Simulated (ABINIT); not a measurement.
SrCl2:

```xyz
3
Lattice="0.0000 3.4884 3.4884 3.4884 0.0000 3.4884 3.4884 3.4884 0.0000" Properties=species:S:1:pos:R:3 pbc="T T T"
Sr    0.0000    0.0000    0.0000
Cl    5.2325    5.2325    5.2325
Cl    1.7442    1.7442    1.7442
```

- Program: ABINIT 10.8.3 (patched build)
- Task: relaxation of cell and atoms
- Functional: LDA
- Potentials or basis: PseudoDojo NC SR LDA v0.4.1 standard
- Cutoff: 925 eV
- k mesh: 5 × 5 × 5
- Occupations: fermi-dirac, width 0.05 eV
- Spin: no spin polarisation

At the start: pressure -2.9 GPa; volume 28.30 Å³/atom.

Q: Where does the relaxation end?

A: Over 5 steps the energy falls by 20.2 meV/atom and the volume is 26.19 Å³/atom (-7.4 %); space group Fm-3m (No. 225, to 0.05 Å).

The path:
| step | energy change (eV) | largest force (eV/Å) | pressure (GPa) | volume (Å³) |
| --- | --- | --- | --- | --- |
| 1 | 0.0000 | 0.0000 | -2.86 | 84.90 |
| 2 | -0.0126 | 0.0000 | -2.59 | 84.15 |
| 3 | -0.0599 | 0.0000 | 0.39 | 77.90 |
| 4 | -0.0607 | 0.0000 | -0.04 | 78.64 |
| 5 | -0.0607 | 0.0000 | 0.00 | 78.57 |

Final structure:
```yaml
crystal:
  lattice:
    - [0.00000, 3.39952, 3.39952]
    - [3.39952, 0.00000, 3.39952]
    - [3.39952, 3.39952, 0.00000]
  atoms:
    - { symbol: Sr, position: [0.00000, 0.00000, 0.00000] }
    - { symbol: Cl, position: [0.75000, 0.75000, 0.75000] }
    - { symbol: Cl, position: [0.25000, 0.25000, 0.25000] }
```
